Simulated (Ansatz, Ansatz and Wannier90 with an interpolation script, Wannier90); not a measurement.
Planning a run of Ansatz 0.2.0 on Te2Pt (1T monolayer). The input:

```yaml
crystal:
  lattice:
    - [4.0267573326, 0.0, 0.0]
    - [-2.0133786663, 3.4872741449, 0.0]
    - [0.0, 0.0, 28.7]
  atoms:
    - { symbol: Pt, position: [0.0, 0.0, 0.5] }
    - { symbol: Te, position: [0.3333333333, 0.6666666667, 0.5483293191] }
    - { symbol: Te, position: [0.6666666667, 0.3333333333, 0.4516706809] }
  periodic: [true, true, false]
kpoints:
  mp_grid: { grid: [6, 6, 1] }
hamiltonian:
  xc: pbe
scf:
  occupations: { method: fixed }
gw:
  n_empty_bands: 654
  ecut_chi: 80.0
  qp_bands: [v9, c2]
  screening: { model: godby_needs }
```

```sh
ansatz run input.yaml --threads 12 --pin off --max-ram 22118MiB --backend cpu --events-out ev --progress --plain --runs-dir out
```

Q: Estimate wall time and host memory on 12 threads of Arm Neoverse V2, shared host.

It took 6 min; on shared hardware allow 3 min to 12 min. Peak host memory was 7.6 GiB. The sizes that set the cost: 7907 plane waves a state, 7 irreducible k points, 679 bands summed, 611 plane waves in the screening and 7 SCF cycles.

The screening grows as filled bands × empty bands × pairs of k points, times the square of the screening basis for the matrix.

[Paths, hosts, dates, memory and timing lines, banners, echoed tables and standing remarks are left out of the program output.]

[Logs are printed without paths, hosts, clocks, repeated set-up lines and the standing remarks that a program may print on its own settings, such as how far it seeks lower states.]

[Runs of the session that timed out or met a known fault of the program may be left out.]

[Hosts, paths, dates, database ids (printed as entryN), source tags and the programs' standing remarks are cut or masked in the printed files.]
